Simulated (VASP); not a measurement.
**CaO in VASP: one cell, several levels of theory**

Aim: gap, levels, forces and stress of CaO (CsCl type), under -5.2 % strain along x alone at fixed geometry. Runs: PBE, r2SCAN. The results are then set beside those of Ansatz 0.2.0 for the same cell. This is a trial cell built on a prototype, not taken from a measured structure, and it needn't be the compound's ground state.

Program: VASP 6.6.1. PAW datasets, plane waves. (Calculated; spin-unpolarised; the phase may be known or hypothetical.)

## Step 1: The cell

The cell comes from an earlier relaxation with r2SCAN in another program, then strained, with the atoms relaxed again.

Space group P4/mmm (No. 123), tetragonal; a = 2.903 Å, c = 2.752 Å in the conventional setting, 11.60 Å³ an atom. Near Ca stand 8 O at 2.47 Å and 2 Ca at 2.75 Å; near O stand 8 Ca at 2.47 Å and 2 O at 2.75 Å.

The structure in full:

```cif
data_structure
_symmetry_space_group_name_H-M 'P4/mmm'
_symmetry_Int_Tables_number 123
_cell_length_a 2.9032
_cell_length_b 2.9032
_cell_length_c 2.7520
_cell_angle_alpha 90.000
_cell_angle_beta 90.000
_cell_angle_gamma 90.000
_cell_volume 23.20
loop_
_atom_site_label
_atom_site_type_symbol
_atom_site_symmetry_multiplicity
_atom_site_Wyckoff_symbol
_atom_site_fract_x
_atom_site_fract_y
_atom_site_fract_z
_atom_site_occupancy
Ca1 Ca 1 a 0.00000 0.00000 0.00000 1
O1 O 1 d 0.50000 0.50000 0.50000 1
```

## Step 2: PBE

File INCAR:

```
ENCUT = 520.000000
SIGMA = 0.020000
EDIFF = 1.00e-07
GGA = PE
PREC = Accurate
IBRION = -1
ISIF = 2
ISMEAR = -1
NBANDS = 15
NELM = 120
NSW = 0
LASPH = .TRUE.
LCHARG = .FALSE.
LWAVE = .FALSE.
LREAL = .FALSE.
```

File KPOINTS:

```
KPOINTS created by Atomic Simulation Environment
0
Gamma
8 8 8
0 0 0
```

File KPOINTS_OPT:

```
special points
4
Reciprocal
0.0000000000 0.0000000000 0.0000000000 1
0.0000000000 0.5000000000 0.0000000000 1
0.5000000000 0.5000000000 0.0000000000 1
0.5000000000 0.5000000000 0.5000000000 1
```

File POSCAR:

```
Ca O
 1.0000000000000000
     2.7519517797000002    0.0000000000000000    0.0000000000000000
     0.0000000000000000    2.9032089667999998    0.0000000000000000
     0.0000000000000000    0.0000000000000000    2.9032089667999998
 Ca  O
   1   1
Cartesian
  0.0000000000000000  0.0000000000000000  0.0000000000000000
  1.3759758898500001  1.4516044833999999  1.4516044833999999
```

Potentials: the recommended PBE PAW datasets, 16 valence electrons in the neutral cell.

On the command line:

```sh
$ mpirun -np 1 vasp_std
```

Printed to the terminal (iteration lines stand in OSZICAR):

```text
POSCAR found type information on POSCAR CaO
 POSCAR found :  2 types and       2 ions
 LDA part: xc-table for (Slater+PW92), standard interpolation
 POSCAR, INCAR and KPOINTS ok, starting setup
 FFT: planning ... GRIDC
 FFT: planning ... GRID_SOFT
 FFT: planning ... GRID
 WAVECAR not read
 entering main loop
 Start KPOINTS_OPT (optional k-point list driver)
k-point batch [1-4\4]
```

OSZICAR:

```text
N       E                     dE             d eps       ncg     rms          rms(c)
DAV:   1     0.119775530770E+03    0.11978E+03   -0.84762E+03  2258   0.112E+03
DAV:   2    -0.889211808636E+01   -0.12867E+03   -0.12020E+03  2754   0.295E+02
DAV:   3    -0.131837587332E+02   -0.42916E+01   -0.42675E+01  2545   0.560E+01
DAV:   4    -0.132804168931E+02   -0.96658E-01   -0.96581E-01  3265   0.761E+00
DAV:   5    -0.132817523120E+02   -0.13354E-02   -0.13354E-02  2561   0.762E-01    0.818E+00
DAV:   6    -0.117618636147E+02    0.15199E+01   -0.34566E+00  2567   0.210E+01    0.310E+00
DAV:   7    -0.117116778929E+02    0.50186E-01   -0.32649E-01  2512   0.587E+00    0.166E+00
DAV:   8    -0.116927781908E+02    0.18900E-01   -0.81678E-02  2943   0.280E+00    0.420E-01
DAV:   9    -0.116911619166E+02    0.16163E-02   -0.69818E-03  2623   0.742E-01    0.104E-01
DAV:  10    -0.116915436252E+02   -0.38171E-03   -0.75989E-04  2803   0.347E-01    0.470E-02
DAV:  11    -0.116915105096E+02    0.33116E-04   -0.75437E-05  2966   0.139E-01    0.145E-02
DAV:  12    -0.116915116203E+02   -0.11107E-05   -0.12096E-05  2470   0.379E-02    0.263E-03
DAV:  13    -0.116915116830E+02   -0.62692E-07   -0.60597E-07  2965   0.837E-03
   1 F= -.11691512E+02 E0= -.11691512E+02  d E =-.326563E-10
       N       E                     dE             ncg
DAV:   1     0.177368376046E+04   -0.23658E+04      120
DAV:   2     0.126846630210E+04   -0.50522E+03      141
DAV:   3     0.125246079621E+04   -0.16006E+02      127
DAV:   4     0.125202415725E+04   -0.43664E+00      193
DAV:   5     0.125202109119E+04   -0.30661E-02      134
DAV:   6     0.125202104428E+04   -0.46913E-04      158
DAV:   7     0.125202104362E+04   -0.66680E-06      146
DAV:   8     0.125202104359E+04   -0.20891E-07      103
```

The lines after F= are the extra pass for the points of KPOINTS_OPT, at fixed density; their E is not a total energy.

From OUTCAR:

```text
k-points           NKPTS =     75   k-points in BZ     NKDIM =     75   number of bands    NBANDS=     15

   NELECT =      16.0000    total number of electrons

   dimension x,y,z NGX =    20 NGY =   24 NGZ =   24
   dimension x,y,z NGXF=    40 NGYF=   48 NGZF=   48

  energy-cutoff  :      520.00
  volume of cell :       23.20
      direct lattice vectors                 reciprocal lattice vectors
     2.751951780  0.000000000  0.000000000     0.363378460  0.000000000  0.000000000
     0.000000000  2.903208967  0.000000000     0.000000000  0.344446442  0.000000000
     0.000000000  0.000000000  2.903208967     0.000000000  0.000000000  0.344446442

 k-points in reciprocal lattice and weights: KPOINTS created by Atomic Simulation Env
   0.00000000  0.00000000  0.00000000       0.002
   0.12500000  0.00000000  0.00000000       0.004
   0.25000000  0.00000000  0.00000000       0.004
   0.37500000  0.00000000  0.00000000       0.004
   0.50000000  0.00000000  0.00000000       0.002
   0.00000000  0.12500000  0.00000000       0.008
   0.12500000  0.12500000  0.00000000       0.016
   0.25000000  0.12500000  0.00000000       0.016
[... 67 more k-points ...]

 E-fermi :   5.2460

 k-point     1 :       0.0000    0.0000    0.0000
  band No.  band energies     occupation
      1     -34.6382      2.00000
      2     -15.0314      2.00000
      3     -15.0314      2.00000
      4     -14.8604      2.00000
      5     -12.0391      2.00000
      6       4.1198      2.00000
      7       4.1198      2.00000
      8       4.6415      2.00000
      9       7.2608      0.00000
     10       7.2722      0.00000
     11      10.4521      0.00000
     12      13.0915      0.00000
     13      13.4406      0.00000
     14      13.4406      0.00000
     15      24.3422      0.00000

 k-point     2 :       0.1250    0.0000    0.0000
  band No.  band energies     occupation
      1     -34.5976      2.00000
      2     -15.2482      2.00000
      3     -15.0019      2.00000
      4     -15.0019      2.00000
      5     -11.7695      2.00000
      6       3.7848      2.00000
      7       4.0465      2.00000
      8       4.0465      2.00000
      9       7.4350      0.00000
     10       8.0816      0.00000
     11      11.1258      0.00000
     12      13.1526      0.00000
     13      13.2788      0.00000
     14      13.2788      0.00000
     15      23.3732      0.00000

 k-point     3 :       0.2500    0.0000    0.0000
  band No.  band energies     occupation
      1     -34.4975      2.00000
      2     -16.0225      2.00000
      3     -14.9298      2.00000
      4     -14.9298      2.00000
      5     -11.2434      2.00000
      6       2.2905      2.00000
      7       3.8574      2.00000
      8       3.8574      2.00000
      9       7.8660      0.00000
     10       9.9098      0.00000
     11      12.5320      0.00000
     12      12.9668      0.00000
     13      12.9668      0.00000
     14      13.3044      0.00000
     15      21.4130      0.00000

 k-point     4 :       0.3750    0.0000    0.0000
  band No.  band energies     occupation
      1     -34.3947      2.00000
      2     -16.6777      2.00000
      3     -14.8564      2.00000
      4     -14.8564      2.00000
      5     -10.7828      2.00000
      6       1.0911      2.00000
      7       3.6524      2.00000
      8       3.6524      2.00000
      9       8.3685      0.00000
     10      11.7738      0.00000
     11      12.7484      0.00000
     12      12.7484      0.00000
     13      13.4623      0.00000
     14      14.1946      0.00000
     15      19.7163      0.00000

 k-point     5 :       0.5000    0.0000    0.0000
  band No.  band energies     occupation
      1     -34.3512      2.00000
      2     -16.9278      2.00000
      3     -14.8256      2.00000
      4     -14.8256      2.00000
      5     -10.5968      2.00000
      6       0.6355      2.00000
      7       3.5631      2.00000
      8       3.5631      2.00000
      9       8.6056      0.00000
     10      12.4915      0.00000
     11      12.6816      0.00000
     12      12.6816      0.00000
     13      13.5296      0.00000
     14      15.4010      0.00000
     15      19.0471      0.00000

[... the tables of k-points 6 to 75 left out ...]

  Total        3.8648207      0.6459857      0.6459857      0.0000000      0.0000000      0.0000000
  in kB      266.9577393     44.6206693     44.6206693      0.0000000      0.0000000      0.0000000
  external PRESSURE =     118.7330259 kB  Pullay stress =       0.0000000 kB

 POSITION                                       TOTAL-FORCE (eV/Angst)
 -----------------------------------------------------------------------------------
      0.00000      0.00000      0.00000         0.000000      0.000000      0.000000
      1.37598      1.45160      1.45160         0.000000      0.000000      0.000000
 -----------------------------------------------------------------------------------
    total drift:                                0.000000      0.000000      0.000000

  FREE ENERGIE OF THE ION-ELECTRON SYSTEM (eV)
  ---------------------------------------------------
  free  energy   TOTEN  =       -11.6915116830 eV

  energy  without entropy=      -11.6915116830  energy(sigma->0) =      -11.69151168
```

The levels at the points of KPOINTS_OPT are read from vasprun.xml.

Band energies at the special points (eV, zero at the top of v, the last band that the electrons fill by count):

```tsv
point	v−1	v	c	c+1
Γ	-0.77	-0.25	2.37	2.38
X	-1.45	-0.74	3.30	6.98
M	-2.38	-0.45	3.84	4.29
R	-4.00	-3.95	7.76	7.76
```

PBE gives an indirect gap of 2.37 eV, from (0.00, 0.50, 0.50) to Γ; the least direct gap is 2.62 eV. The pressure is 11.87 GPa; the forces vanish within 0.01 eV/Å.

## Step 3: r2SCAN

File INCAR:

```
ENCUT = 520.000000
SIGMA = 0.010000
EDIFF = 1.00e-07
ALGO = Normal
METAGGA = R2SCAN
PREC = Accurate
IBRION = -1
ISIF = 2
ISMEAR = 0
NBANDS = 15
NELM = 120
NSW = 0
LASPH = .TRUE.
LCHARG = .FALSE.
LWAVE = .FALSE.
LREAL = .FALSE.
```

KPOINTS is that of step 2.

KPOINTS_OPT is that of step 2.

POSCAR is that of step 2.

On the command line:

```sh
$ mpirun -np 1 vasp_std
```

Printed to the terminal (iteration lines stand in OSZICAR):

```text
POSCAR found type information on POSCAR CaO
 POSCAR found :  2 types and       2 ions
 -----------------------------------------------------------------------------
|                                                                             |
|                                                                             |
|     You enforced a specific xc type in the INCAR file but a different       |
|     I HOPE YOU KNOW WHAT YOU ARE DOING!                                     |
|                                                                             |
 -----------------------------------------------------------------------------

 LDA part: xc-table for (None), standard interpolation
 POSCAR, INCAR and KPOINTS ok, starting setup
 FFT: planning ... GRIDC
 FFT: planning ... GRID_SOFT
 FFT: planning ... GRID
 WAVECAR not read
 entering main loop
 Start KPOINTS_OPT (optional k-point list driver)
k-point batch [1-4\4]
```

OSZICAR:

```text
N       E                     dE             d eps       ncg     rms          rms(c)
DAV:   1     0.113191613030E+03    0.11319E+03   -0.85982E+03  2258   0.115E+03
DAV:   2    -0.195180086448E+02   -0.13271E+03   -0.12393E+03  2775   0.303E+02
DAV:   3    -0.239751924268E+02   -0.44572E+01   -0.44274E+01  2601   0.582E+01
DAV:   4    -0.240770668991E+02   -0.10187E+00   -0.10174E+00  3102   0.799E+00
DAV:   5    -0.240790562375E+02   -0.19893E-02   -0.19893E-02  2604   0.952E-01    0.737E+00
DAV:   6    -0.183719946685E+02    0.57071E+01   -0.26713E+00  2731   0.232E+01    0.253E+00
DAV:   7    -0.184219028541E+02   -0.49908E-01   -0.43899E-01  2789   0.515E+00    0.180E+00
DAV:   8    -0.184466919766E+02   -0.24789E-01   -0.20312E-01  2383   0.439E+00    0.137E+00
DAV:   9    -0.184084667373E+02    0.38225E-01   -0.63292E-02  2600   0.261E+00    0.175E-01
DAV:  10    -0.184079465676E+02    0.52017E-03   -0.58080E-03  2432   0.632E-01    0.767E-02
DAV:  11    -0.184079757548E+02   -0.29187E-04   -0.11189E-04  3200   0.112E-01    0.224E-02
DAV:  12    -0.184079735458E+02    0.22089E-05   -0.58929E-06  2612   0.316E-02    0.117E-02
DAV:  13    -0.184079721292E+02    0.14166E-05   -0.58338E-06  2817   0.217E-02    0.195E-03
DAV:  14    -0.184079720050E+02    0.12428E-06   -0.37112E-07  2664   0.644E-03    0.994E-04
DAV:  15    -0.184079720247E+02   -0.19734E-07   -0.55917E-09  1384   0.789E-04
   1 F= -.18407972E+02 E0= -.18407972E+02  d E =-.545743E-74
       N       E                     dE             ncg
DAV:   1     0.174454382510E+04   -0.23950E+04      120
DAV:   2     0.121520018543E+04   -0.52934E+03      141
DAV:   3     0.119876262625E+04   -0.16438E+02      127
DAV:   4     0.119829424725E+04   -0.46838E+00      186
DAV:   5     0.119829077100E+04   -0.34763E-02      134
DAV:   6     0.119829071540E+04   -0.55605E-04      165
DAV:   7     0.119829071454E+04   -0.86141E-06      140
DAV:   8     0.119829071451E+04   -0.28991E-07      110
```

OUTCAR, selected sections:

```text
k-points           NKPTS =     75   k-points in BZ     NKDIM =     75   number of bands    NBANDS=     15

   NELECT =      16.0000    total number of electrons

   dimension x,y,z NGX =    20 NGY =   24 NGZ =   24
   dimension x,y,z NGXF=    40 NGYF=   48 NGZF=   48

  energy-cutoff  :      520.00
  volume of cell :       23.20
      direct lattice vectors                 reciprocal lattice vectors
     2.751951780  0.000000000  0.000000000     0.363378460  0.000000000  0.000000000
     0.000000000  2.903208967  0.000000000     0.000000000  0.344446442  0.000000000
     0.000000000  0.000000000  2.903208967     0.000000000  0.000000000  0.344446442

 k-points in reciprocal lattice and weights: KPOINTS created by Atomic Simulation Env
   0.00000000  0.00000000  0.00000000       0.002
   0.12500000  0.00000000  0.00000000       0.004
   0.25000000  0.00000000  0.00000000       0.004
   0.37500000  0.00000000  0.00000000       0.004
   0.50000000  0.00000000  0.00000000       0.002
   0.00000000  0.12500000  0.00000000       0.008
   0.12500000  0.12500000  0.00000000       0.016
   0.25000000  0.12500000  0.00000000       0.016
[... 67 more k-points ...]

 E-fermi :   4.7438

 k-point     1 :       0.0000    0.0000    0.0000
  band No.  band energies     occupation
      1     -36.4372      2.00000
      2     -15.9617      2.00000
      3     -15.9617      2.00000
      4     -15.7971      2.00000
      5     -13.2801      2.00000
      6       3.8373      2.00000
      7       3.8373      2.00000
      8       4.3672      2.00000
      9       7.5007      0.00000
     10       7.5166      0.00000
     11      11.0833      0.00000
     12      13.4357      0.00000
     13      13.7820      0.00000
     14      13.7820      0.00000
     15      25.0652      0.00000

 k-point     2 :       0.1250    0.0000    0.0000
  band No.  band energies     occupation
      1     -36.3969      2.00000
      2     -16.2056      2.00000
      3     -15.9321      2.00000
      4     -15.9321      2.00000
      5     -12.9897      2.00000
      6       3.5366      2.00000
      7       3.7642      2.00000
      8       3.7642      2.00000
      9       7.6810      0.00000
     10       8.3244      0.00000
     11      11.7503      0.00000
     12      13.4989      0.00000
     13      13.6247      0.00000
     14      13.6247      0.00000
     15      24.0736      0.00000

 k-point     3 :       0.2500    0.0000    0.0000
  band No.  band energies     occupation
      1     -36.2980      2.00000
      2     -17.0002      2.00000
      3     -15.8598      2.00000
      4     -15.8598      2.00000
      5     -12.4451      2.00000
      6       2.0399      2.00000
      7       3.5765      2.00000
      8       3.5765      2.00000
      9       8.1157      0.00000
     10      10.1890      0.00000
     11      13.1858      0.00000
     12      13.3212      0.00000
     13      13.3212      0.00000
     14      13.6559      0.00000
     15      22.0720      0.00000

 k-point     4 :       0.3750    0.0000    0.0000
  band No.  band energies     occupation
      1     -36.1964      2.00000
      2     -17.6644      2.00000
      3     -15.7862      2.00000
      4     -15.7862      2.00000
      5     -11.9808      2.00000
      6       0.8272      2.00000
      7       3.3738      2.00000
      8       3.3738      2.00000
      9       8.6211      0.00000
     10      12.1036      0.00000
     11      13.1094      0.00000
     12      13.1094      0.00000
     13      13.8193      0.00000
     14      14.9013      0.00000
     15      20.3444      0.00000

 k-point     5 :       0.5000    0.0000    0.0000
  band No.  band energies     occupation
      1     -36.1535      2.00000
      2     -17.9170      2.00000
      3     -15.7554      2.00000
      4     -15.7554      2.00000
      5     -11.7957      2.00000
      6       0.3664      2.00000
      7       3.2858      2.00000
      8       3.2858      2.00000
      9       8.8589      0.00000
     10      12.8618      0.00000
     11      13.0450      0.00000
     12      13.0450      0.00000
     13      13.8891      0.00000
     14      16.1318      0.00000
     15      19.6645      0.00000

[... the tables of k-points 6 to 75 left out ...]

  Total        3.4772691      0.1539563      0.1539563      0.0000000      0.0000000      0.0000000
  in kB      240.1880879     10.6343452     10.6343452      0.0000000      0.0000000      0.0000000
  external PRESSURE =      87.1522594 kB  Pullay stress =       0.0000000 kB

 POSITION                                       TOTAL-FORCE (eV/Angst)
 -----------------------------------------------------------------------------------
      0.00000      0.00000      0.00000         0.000000      0.000000      0.000000
      1.37598      1.45160      1.45160         0.000000      0.000000      0.000000
 -----------------------------------------------------------------------------------
    total drift:                                0.000000      0.000000      0.000000

  FREE ENERGIE OF THE ION-ELECTRON SYSTEM (eV)
  ---------------------------------------------------
  free  energy   TOTEN  =       -18.4079720247 eV

  energy  without entropy=      -18.4079720247  energy(sigma->0) =      -18.40797202
```

The levels at the points of KPOINTS_OPT are read from vasprun.xml.

Band energies at the special points (eV, zero at the top of v, the last band that the electrons fill by count):

```tsv
point	v−1	v	c	c+1
Γ	-0.78	-0.25	2.88	2.90
X	-1.46	-0.73	3.82	7.61
M	-2.42	-0.45	4.43	4.88
R	-4.03	-3.99	8.43	8.43
```

The r2SCAN gap is 2.88 eV and indirect ((0.00, 0.50, 0.50) to Γ), with 3.13 eV as the least direct one. Pressure: 8.72 GPa; the forces vanish within 0.01 eV/Å.

## Step 4: Summary

```
 level  gap (eV)  pressure (GPa)  Ansatz: gap (eV)  Ansatz: pressure (GPa)
   PBE      2.37           11.87              2.38                   11.00
r2SCAN      2.88            8.72              2.88                    7.31
```

The gap spans 2.37 eV (PBE) to 2.88 eV (r2SCAN). At this one volume the pressure spans 8.7 GPa (r2SCAN) to 11.9 GPa (PBE): PBE wants the largest cell and r2SCAN the smallest. The two programs agree on the gap within 0.03 eV, far less than the spread between functionals. Datasets and cutoffs are each program's own.
